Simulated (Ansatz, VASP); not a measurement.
**CuAu in VASP and in Ansatz**

```
CELL_PARAMETERS angstrom
2.78121 0.00000 0.00000
0.00000 2.78121 0.00000
0.00000 0.00000 3.64537
ATOMIC_POSITIONS crystal
Cu 0.50000 0.50000 0.50000
Au 0.00000 0.00000 0.00000
```

Change from the starting cell: volume scaled by 0.98, PAW files.

Alike in both runs: task electric field gradients; functional PBE; k mesh 13 × 13 × 10; occupations fermi-dirac, width 0.05 eV; no spin polarisation.

|  | VASP | Ansatz |
| --- | --- | --- |
| version | VASP 6.6.1 | Ansatz 0.2.0 |
| potentials or method | VASP PAW PBE potentials, release 64 (Cu, Au) | PAW with Ansatz's default frozen-core files, scalar-relativistic |
| plane-wave cutoff (eV) | 520 | 420 |
| valence electrons in the cell | 22 | 38 |

Ansatz gave:

| Quantity | Value |
| --- | --- |
| pressure (GPa) | 10.4 |
| largest component of the traceless stress (GPa) | 0.08 |
| Vzz of the field gradient on the site that differs most (V/Å²) | 56.0 |

Question: What did VASP give for the same quantities?

Answer: Pressure (GPa): 10.4; largest component of the traceless stress (GPa): 0.01; Vzz of the field gradient on the site that differs most (V/Å²): 83.3.

The two sets of potentials don't hold the same shells in valence. Ansatz warned: «gradients_without_spin_orbit».

The runs have no spin-orbit coupling, so splittings on Au are missing.
